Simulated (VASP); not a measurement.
A run of VASP 6.6.1 is set up as follows.

The input INCAR:

```
PREC = Accurate
ENCUT = 520
EDIFF = 1E-8
ISMEAR = 0
SIGMA = 0.02
LREAL = F
LASPH = T
NELM = 100
ALGO = Fast
ISIF = 2
LWAVE = F
LCHARG = F
GGA = PS
LEPSILON = T
IBRION = 8
```

Contents of KPOINTS:

```
regular mesh
0
Gamma
  9 9 5
```

POSCAR

```
PtS2
1.0
    3.5432000000      0.0000000000      0.0000000000
   -1.7716000000      3.0685012107      0.0000000000
    0.0000000000      0.0000000000      5.0388000000
Pt S
1 2
Direct
    0.0000000000      0.0000000000      0.0000000000
    0.6666666667      0.3333333333      0.7730000000
    0.3333333333      0.6666666667      0.2270000000
```

Potentials or basis: VASP PAW PBE potentials, release 64 (Pt, S).

Command:

```console
$ cat potpaw_PBE.64/Pt/POTCAR potpaw_PBE.64/S/POTCAR > POTCAR
$ mpirun -np 1 vasp_std > vasp.out
```

(1) Estimate the electronic dielectric tensor (diagonal).

(2) Predict the Born charges (mean of the diagonal).

(3) Estimate the band gap on the k mesh.

Results:

(1) 18.87, 18.87, 10.37.

(2) Pt +1.70; S -0.85 e.

(3) 0.96 eV, indirect (least direct gap 1.00 eV).

Caveat: spin-orbit coupling is left out, which moves the levels of the heavy elements; an odd mesh through Γ misses points on the zone boundary, where band edges often lie.
